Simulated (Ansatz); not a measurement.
# V_Mg in MgH2 (Pbcn): charge-transition levels and formation energies

Charge states of V_Mg in MgH2 (Pbcn), set against the band edges. Model: a cell of 72 host atoms with 1 Mg taken out.

Program: Ansatz 0.2.0. Level of theory: place-levels on PBEsol runs: charge-transition levels and formation energies with image-charge correction and potential alignment at the atomic sites. Results are calculated unless marked as measured.

Most raw output is cut from this account.

### Step 1. Set-up

The cell holds 71 atoms: 23 Mg and 48 H. Its edges and angles: a = 10.451 Å, b = 7.009 Å, c = 9.789 Å, α = 90.0°, β = 90.0°, γ = 98.6°. It derives from MgH2 (space group Pbcn). Nearest the centre at fractional (0.557, 0.613, 0.625): H64 at 1.90 Å, H68 at 1.90 Å, H70 at 1.94 Å, H26 at 1.94 Å, H58 at 1.99 Å, H49 at 1.99 Å, Mg38 at 3.06 Å, Mg2 at 3.06 Å.

Coordinates:

```xyz
71
Lattice="8.9521 5.3937 0.0000 -4.4760 5.3937 0.0000 0.0000 0.0000 9.7893" Properties=species:S:1:pos:R:3 pbc="T T T"
Mg   -2.2380    4.4793    3.6710
Mg    2.2380    4.4793    3.6710
Mg    6.7140    4.4793    3.6710
Mg    0.0000    3.6112    1.2237
Mg    4.4760    3.6112    1.2237
Mg    4.4760    9.0049    1.2237
Mg   -2.2380    6.3081    1.2237
Mg    2.2380    6.3081    1.2237
Mg    6.7140    6.3081    1.2237
Mg    0.0000    1.7824    3.6710
Mg    0.0000    7.1761    3.6710
Mg    4.4760    7.1761    3.6710
H    -1.2085    4.8215    2.0611
H     3.2675    4.8215    2.0611
H     7.7435    4.8215    2.0611
H     1.0295    3.2690    2.8335
H     1.0295    8.6626    2.8335
H     5.5055    8.6626    2.8335
H    -1.0295    3.2690    4.5085
H     3.4466    3.2690    4.5085
H     3.4466    8.6626    4.5085
H    -3.2675    4.8215    0.3862
H     1.2085    4.8215    0.3862
H     5.6846    4.8215    0.3862
H    -1.2085    5.9658    4.5085
H     3.2675    5.9658    4.5085
H     7.7435    5.9658    4.5085
H     1.0295    2.1247    0.3862
H     1.0295    7.5184    0.3862
H     5.5055    7.5184    0.3862
H    -1.0295    2.1247    2.0611
H     3.4466    2.1247    2.0611
H     3.4466    7.5184    2.0611
H    -3.2675    5.9658    2.8335
H     1.2085    5.9658    2.8335
H     5.6846    5.9658    2.8335
Mg   -2.2380    4.4793    8.5656
Mg    2.2380    4.4793    8.5656
Mg    6.7140    4.4793    8.5656
Mg    0.0000    3.6112    6.1183
Mg    4.4760    3.6112    6.1183
Mg    4.4760    9.0049    6.1183
Mg   -2.2380    6.3081    6.1183
Mg    6.7140    6.3081    6.1183
Mg    0.0000    1.7824    8.5656
Mg    0.0000    7.1761    8.5656
Mg    4.4760    7.1761    8.5656
H    -1.2085    4.8215    6.9558
H     3.2675    4.8215    6.9558
H     7.7435    4.8215    6.9558
H     1.0295    3.2690    7.7282
H     1.0295    8.6626    7.7282
H     5.5055    8.6626    7.7282
H    -1.0295    3.2690    9.4031
H     3.4466    3.2690    9.4031
H     3.4466    8.6626    9.4031
H    -3.2675    4.8215    5.2808
H     1.2085    4.8215    5.2808
H     5.6846    4.8215    5.2808
H    -1.2085    5.9658    9.4031
H     3.2675    5.9658    9.4031
H     7.7435    5.9658    9.4031
H     1.0295    2.1247    5.2808
H     1.0295    7.5184    5.2808
H     5.5055    7.5184    5.2808
H    -1.0295    2.1247    6.9558
H     3.4466    2.1247    6.9558
H     3.4466    7.5184    6.9558
H    -3.2675    5.9658    7.7282
H     1.2085    5.9658    7.7282
H     5.6846    5.9658    7.7282
```

Known beforehand: the electronic dielectric constant, (4.23, 4.33, 4.34), and the static one, (11.82, 11.40, 11.83), computed on the host (DFPT, PBEsol).

The cell's shortest repeat is 7.0 Å.

### Step 2. The runs of each charge state

A transition level is the Fermi level at which two charge states cost the same, so each charge needs its own total energy, at its own relaxed structure.

Each atom starts 0.05 Å or so off its site in a random direction. Forces are taken at the zone centre alone. The cell holds 2 electrons more than the neutral one, with a uniform background that keeps it neutral on the whole.

One state's input; the others differ in charge, spin, start and seed, and in occupations where the table says so.

Contents of qm2.relax/input.yaml:

```yaml
crystal:
  lattice:
    - [8.95206302, 5.39366888, 0.0]
    - [-4.47603151, 5.39366888, 0.0]
    - [0.0, 0.0, 4.89464524]
  atoms:
    - { symbol: Mg, position: [0.11015604, 0.72031208, 0.75] }
    - { symbol: Mg, position: [0.44348938, 0.38697875, 0.75] }
    - { symbol: Mg, position: [0.77682271, 0.05364542, 0.75] }
    - { symbol: Mg, position: [0.22317729, 0.44635458, 0.25] }
    - { symbol: Mg, position: [0.55651062, 0.11302125, 0.25] }
    - { symbol: Mg, position: [0.88984396, 0.77968792, 0.25] }
    - { symbol: Mg, position: [0.22317729, 0.94635458, 0.25] }
    - { symbol: Mg, position: [0.55651062, 0.61302125, 0.25] }
[... 24 atom lines left out ...]
    - { symbol: H, position: [0.72131045, 0.67261675, 0.42110026] }
    - { symbol: H, position: [0.12535898, 0.98071382, 0.57889974] }
    - { symbol: H, position: [0.45869232, 0.64738049, 0.57889974] }
    - { symbol: H, position: [0.79202565, 0.31404716, 0.57889974] }
  supercell: [1, 1, 2]
  defects: [{ vacancy: 43 }]
total_charge: -2
basis:
  ecutwfc: 420
  xc_grid: 2
hamiltonian:
  xc: pbesol
kpoints:
  mp_grid: { grid: [1, 1, 1] }
scf:
  occupations: { method: fixed }
  max_iter: 60
output:
  forces: true
  charged_corrections: { epsilon: [4.23, 4.33, 4.34], static_epsilon: [11.82, 11.4, 11.83] }
relax:
  f_tol: 0.02
  max_steps: 80
  random_displacement: { amplitude: 0.05, seed: 9994 }
checkpoint:
  write: "../qm2.relax.run"
  compress: false
  write_wavefunctions: true
  write_every: 100000
```

Command:

```console
$ ansatz run input.yaml --threads 4 --pin off --max-ram 6594MiB --backend cpu --events-out ev --progress --plain --runs-dir out
```

Defect states can disperse in a cell of this size, so the energy is taken again at a 2×2×2 shifted mesh, on the relaxed structure.

The run of this state that the levels use, under PBEsol:

Contents of qm2.point/input.yaml:

```yaml
crystal:
  checkpoint: "../qm2.relax.run"
  host: checkpoint
total_charge: -2
basis:
  ecutwfc: 420
  xc_grid: 2
hamiltonian:
  xc: pbesol
kpoints:
  mp_grid: { grid: [2, 2, 2], shift: [0.5, 0.5, 0.5] }
scf:
  occupations: { method: fermi_dirac, width: 0.01 }
  max_iter: 60
output:
  forces: true
  eigenvalues: true
  charged_corrections:
    epsilon: [4.23, 4.33, 4.34]
    static_epsilon: [11.82, 11.4, 11.83]
    defect_position: [0.556157, 0.612315, 0.625]
  eigenstates: { localisation: true }
  populations: true
checkpoint:
  read: "../qm2.relax.run"
  write: "../qm2.point.run"
  compress: false
  write_wavefunctions: false
  write_every: 100000
```

Relaxations under PBEsol at the zone centre alone; times on 4 threads of Arm Neoverse V2, shared host:

```tsv
charge	moment (μB)	occupations	outcome	steps	largest displacement against the far atoms (Å)	time
−2	0	fixed	converged	5	0.24	11 s
−1	1	fixed	converged	6	0.35	30 s
0	0	fixed	converged	29	2.48	57 s
0	2	fixed	converged	48	2.78	3.3 min
+1	1	fixed	converged	25	2.05	2.3 min
+1	3	fixed	converged	29	1.68	1.9 min
```

Single points under PBEsol at a 2×2×2 shifted mesh; times on 4 threads of Arm Neoverse V2, shared host:

```tsv
charge	moment (μB)	occupations	outcome	time
−2	0	fermi-dirac	converged	31 s
−1	1	fermi-dirac	converged	77 s
0	0	fermi-dirac	converged	31 s
0	2	fermi-dirac	converged	75 s
+1	1	fermi-dirac	converged	71 s
+1	3	fermi-dirac	converged	76 s
```

Distances (Å) from the ideal centre to the nearest atoms after relaxation with PBEsol:

```tsv
charge	moment (μB)	1.	2.	3.	4.	5.	6.
−2	0	H 1.98	H 1.99	H 2.04	H 2.05	H 2.09	H 2.11
−1	1	H 1.88	H 1.97	H 1.98	H 2.00	H 2.06	H 2.16
0	0	H 1.48	H 1.50	H 1.78	H 1.97	H 2.01	H 2.05
0	2	H 1.28	H 1.36	H 1.71	H 1.72	H 1.97	H 2.00
+1	1	H 1.25	H 1.39	H 1.55	H 1.65	H 1.94	H 1.98
+1	3	H 1.44	H 1.45	H 1.45	H 1.46	H 1.62	H 1.68
```

### Step 3. Levels against the band edges, PBEsol

A charged cell interacts with its images and the background, and its potential has another zero than the host's. place-levels removes the first by a point-charge model, screened by the static dielectric constant since the ions have relaxed around the charge, and the second by comparing potentials at atoms far from the defect.

The host is a run of the defect-free crystal in the same cutoffs, grids and k-points, so that basis and sampling errors cancel in part in the differences. The host is run in a cell of 36 atoms on a matching mesh. Its band edges are searched through the zone by a band path, so the gap is smaller than, or equal to, that on the mesh. Chemical potentials are energies per atom of Mg (hcp), run with the same functional and cutoff.

Contents of levels.point.yaml:

```yaml
host:
  run: host.point.run
states: [qm2.point.run, qm1_M1.point.run, q0.point.run, q0_M2.point.run, qp1_M1.point.run, qp1_M3.point.run]
geometry_from:
  qm2.point.run: qm2.relax.run
  qm1_M1.point.run: qm1_M1.relax.run
  q0.point.run: q0.relax.run
  q0_M2.point.run: q0_M2.relax.run
  qp1_M1.point.run: qp1_M1.relax.run
  qp1_M3.point.run: qp1_M3.relax.run
  host.point.run: host.relax.run
chemical_potentials:
  Mg:
    energy: -1912.053531
    dataset: "<sha256 of the dataset>"
```

Command:

```console
$ ansatz place-levels levels.point.yaml -- --threads 4 --pin off --max-ram 6594MiB
```

The job ended after 0.36 s (4 threads of Arm Neoverse V2, shared host).

Under PBEsol the gap is 3.39 eV, (+1/0) 0.98, (0/−1) 3.79 (outside the gap), (−1/−2) 0.74 eV; the steps are inverted, so the lowest state changes at (0/−2) 2.26 eV.

Levels between the charges placed, in eV above the valence top:

```tsv
	gap (eV)	(+1/0)	(0/−1)	(−1/−2)
PBEsol	3.39	0.98	3.79	0.74
```

Corrections by state:

```tsv
charge	moment (μB)	image terms and alignment (eV)	band filling (eV)	ε used	over the lowest of its charge, as the program ranks them, band filling apart (eV)
+1	1.0	-0.096	-	principal values (11.40, 11.82, 11.83)	0.000
0	0.0	0.000	-	-	0.000
−1	1.0	0.504	-	principal values (11.40, 11.82, 11.83)	0.000
−2	0.0	1.330	-	principal values (11.40, 11.82, 11.83)	0.000
+1	3.0	-0.096	-	principal values (11.40, 11.82, 11.83)	2.392
0	2.0	0.000	-	-	1.898
```

From the program's caveats on the states, each cut to its opening words:

- charge +1 (1 μB), −1 (1 μB), −2, +1 (3 μB): how wide its charge is, is not read beside other atoms or cores, and a band state would take no correction
- charge +1 (1 μB): its alignment with the host at atomic sites is doubtful: a part of the defect, H at [0.5400, 0.3531, 0.7111], stands 3.12 Å off another part, at or past 2.99 Å [...]
- charge +1 (1 μB): its sublattices stand up to 0.0617 Å off the host's, which by the two runs' forces adds about -0.01 eV to its energy against the host's, and moves the band [...]
- charge 0: the far atoms show a dipole or second moment of the defect's charge, for which the correction takes or leaves out 0.107 eV: further moments aren't read, and [...]
- charge 0: its displacements don't fall off away from the defect: farther atoms stand 0.07 Å off the host's places
- charge −1 (1 μB): its alignment with the host at atomic sites is doubtful: the mean over the far sites moves by -0.0609 eV from their farther parts to their nearer, more than [...]
- charge −2: its sublattices stand up to 0.0322 Å off the host's, which by the two runs' forces adds about -0.01 eV to its energy against the host's, and moves the band [...]
- charge −2: its displacements don't fall off away from the defect: farther atoms stand 0.042 Å off the host's places
- charge +1 (3 μB): its sublattices stand up to 0.0693 Å off the host's, which by the two runs' forces adds about +0.01 eV to its energy against the host's, and moves the band [...]
- charge +1 (3 μB): its moments are held at its close (magnetization.spin_locking), by a field of 0.106 eV a Bohr magneton, and its energy and levels are of the state that this [...]
- charge 0 (2 μB): its alignment with the host at atomic sites is doubtful: a part of the defect, H at [0.7218, 0.1727, 0.5383], stands 3.85 Å off the defect's place or the [...]
- charge 0 (2 μB): its sublattices stand up to 0.0667 Å off the host's, which by the two runs' forces adds about +0.01 eV to its energy against the host's, and moves the band [...]
- charge 0 (2 μB): its displacements don't fall off away from the defect: farther atoms stand 0.063 Å off the host's places

Chemical potentials of the elements' reference phases, run alike. Formation energies (elemental references), with the Fermi level at the valence top and at the conduction bottom (gap 3.39 eV):

```tsv
charge	at valence top (eV)	at conduction bottom (eV)	correction included (eV)
+1	1.88	5.27	-0.10
0	2.85	2.85	0.00
−1	6.64	3.25	0.50
−2	7.38	0.59	1.33
```

```csv
Fermi level (eV),lowest formation energy (eV)
0.00,1.88
0.31,2.19
0.62,2.50
0.92,2.80
1.23,2.85
1.54,2.85
1.85,2.85
2.16,2.85
2.47,2.44
2.78,1.82
3.09,1.21
3.39,0.59
```

### Step 4. Effect of the sampling

The relaxations' own energies give the levels at their sampling, for comparison.

Contents of levels.relax_mesh.yaml:

```yaml
host:
  run: host.relax.run
states: [qm2.relax.run, qm1_M1.relax.run, q0.relax.run, q0_M2.relax.run, qp1_M1.relax.run, qp1_M3.relax.run]
chemical_potentials:
  Mg:
    energy: -1912.053531
    dataset: "<sha256 of the dataset>"
```

Command:

```console
$ ansatz place-levels levels.relax_mesh.yaml -- --threads 4 --pin off --max-ram 6594MiB
```

Run time: 0.18 s. Hardware: 4 threads.

Levels between neighbouring charges, in eV above the valence top:

```tsv
	gap (eV)	(+1/0)	(0/−1)	(−1/−2)
the zone centre alone	3.41	1.06	3.67	0.82
a 2×2×2 shifted mesh	3.39	0.98	3.79	0.74
```

Going from the zone centre alone to a 2×2×2 shifted mesh moves the levels that carry no band-filling term by up to 0.12 eV and formation energies against the elements by up to 0.12 eV.

### Step 5. Levels against the band edges, LDA

LDA on the same structure is run to see how far the result rests on the functional, though not on the errors that semilocal functionals share; the sampling changes too, to the zone centre alone, so differences hold both changes.

qm2.lda/input.yaml, as its differences from qm2.point/input.yaml of step 2:

```diff
@@ -8,5 +8,5 @@
 hamiltonian:
-  xc: pbesol
+  xc: lda
 kpoints:
-  mp_grid: { grid: [2, 2, 2], shift: [0.5, 0.5, 0.5] }
+  mp_grid: { grid: [1, 1, 1] }
 scf:
@@ -24,4 +24,3 @@
 checkpoint:
-  read: "../qm2.relax.run"
-  write: "../qm2.point.run"
+  write: "../qm2.lda.run"
   compress: false
```

Run time: 3.9 s. Hardware: 4 threads; peak memory 0.68 GiB; 14 s of CPU time.

Contents of levels.lda.yaml:

```yaml
host:
  run: host.lda.run
states: [qm2.lda.run, qm1_M1.lda.run, q0.lda.run, q0_M2.lda.run, qp1_M1.lda.run, qp1_M3.lda.run]
geometry_from:
  qm2.lda.run: qm2.relax.run
  qm1_M1.lda.run: qm1_M1.relax.run
  q0.lda.run: q0.relax.run
  q0_M2.lda.run: q0_M2.relax.run
  qp1_M1.lda.run: qp1_M1.relax.run
  qp1_M3.lda.run: qp1_M3.relax.run
  host.lda.run: host.relax.run
chemical_potentials:
  Mg:
    energy: -1901.605549
    dataset: "<sha256 of the dataset>"
```

Command:

```console
$ ansatz place-levels levels.lda.yaml -- --threads 4 --pin off --max-ram 6594MiB
```

Run time: 0.35 s. Hardware: 4 threads.

Under LDA the gap is 3.28 eV, (+1/0) 0.86, (0/−1) 3.56 (outside the gap), (−1/−2) 0.78 eV; the steps are inverted, so the lowest state changes at (0/−2) 2.17 eV.

### Step 6. A changed set-up

In this try the input is made faulty on purpose, to show what that does.

Another version of the file is tried.

levels.try0.yaml is levels.point.yaml with these lines changed:

```diff
-  run: host.point.run
+  run: qm2.point.run
```

Command:

```console
$ ansatz place-levels levels.try0.yaml -- --threads 4 --pin off --max-ram 6594MiB
```

The change: a defect cell named as host.

No levels were formed: the file was rejected.

### Step 7. What a wrong or other choice does

A choice is tested by changing it alone.

levels.try1.yaml is levels.point.yaml with these lines changed:

```diff
+epsilon: 5.72
+static_epsilon: 15.54
```

Command:

```console
$ ansatz place-levels levels.try1.yaml -- --threads 4 --pin off --max-ram 6594MiB
```

The change: single dielectric constants in place of the tensors, a third over their means.

Levels in eV above the valence top; the changed ones are not the defect's:

```tsv
	gap (eV)	(+1/0)	(0/−1)	(−1/−2)
changed	3.39	1.01	3.75	0.64
as set up	3.39	0.98	3.79	0.74
```

The largest shift is 0.10 eV.

### Step 8. Side by side

Levels between neighbouring charges, in eV above each run's own valence top:

```tsv
	gap (eV)	(+1/0)	(0/−1)	(−1/−2)	CPU time a state at this stage (restarts are quicker than cold starts)
PBEsol, 2×2×2 shifted mesh	3.39	0.98	3.79	0.74	3.8 min
LDA on PBEsol structures, zone centre alone	3.28	0.86	3.56	0.78	37 s
```

### Step 9. Results

```yaml
gap_of_the_host: 3.39 eV (PBEsol)
level_plus_1_over_0: 0.98 eV above the valence top
level_0_minus_1: 3.79 eV above the valence top, past the conduction bottom, not a change between lowest states
level_minus_1_minus_2: 0.74 eV above the valence top, not a change between lowest states
level_0_minus_2: 2.26 eV above the valence top
lowest_of_the_charges_placed_just_above_the_valence_top_0p02_ev: +1
lowest_of_the_charges_placed_just_below_the_conduction_bottom_0p02_ev: −2
lowest_formation_energy_at_mid_gap_of_the_charges_run_elemental_references: 2.85 eV
```

What this shows: Of the charges placed (−2, −1, 0 and +1), the lowest changes at 0.98 eV (+1/0) and 2.26 eV (0/−2) above the valence top, in a gap of 3.39 eV. (0/−2) passes over charge −1, which lies 1.52 eV above the two there; a lower structure or spin state of it, if missed, would change that. Charges above +1 and below −2 were not placed, so these runs say nothing of levels that involve them. States placed: +1 at 1 μB and 3 μB; 0 at 0 μB and 2 μB; −1 at 1 μB; −2 at 0 μB. Other spin states or structures, where not listed, weren't placed. Going from the zone centre alone to a 2×2×2 shifted mesh moves the levels that carry no band-filling term by up to 0.12 eV and formation energies against the elements by up to 0.12 eV. The program doubts the alignment of potentials for at least one state, a sign that the cell is small. What this leaves open: the images are only 7.0 Å apart; PBEsol makes the gap too small and tends to spread out bound carriers; force components of up to 0.17 eV/Å remain in a run at the final settings.

[Logs are printed without paths, hosts, clocks, repeated set-up lines and the standing remarks that a program may print on its own settings, such as how far it seeks lower states.]

[Hosts, paths, dates, database ids (printed as entryN), source tags and the programs' standing remarks are cut or masked in the printed files.]

[Where a table of states has a column of steps, it counts the stored structures, which are thinned; the runs took as many ionic steps or more.]

[A defect's name tells the site on which it was built; relaxed atoms can leave that site.]

[For some hosts the program warned that the k-mesh of the response run may be too coarse for force constants and the static dielectric constant; such warnings are not shown here.]
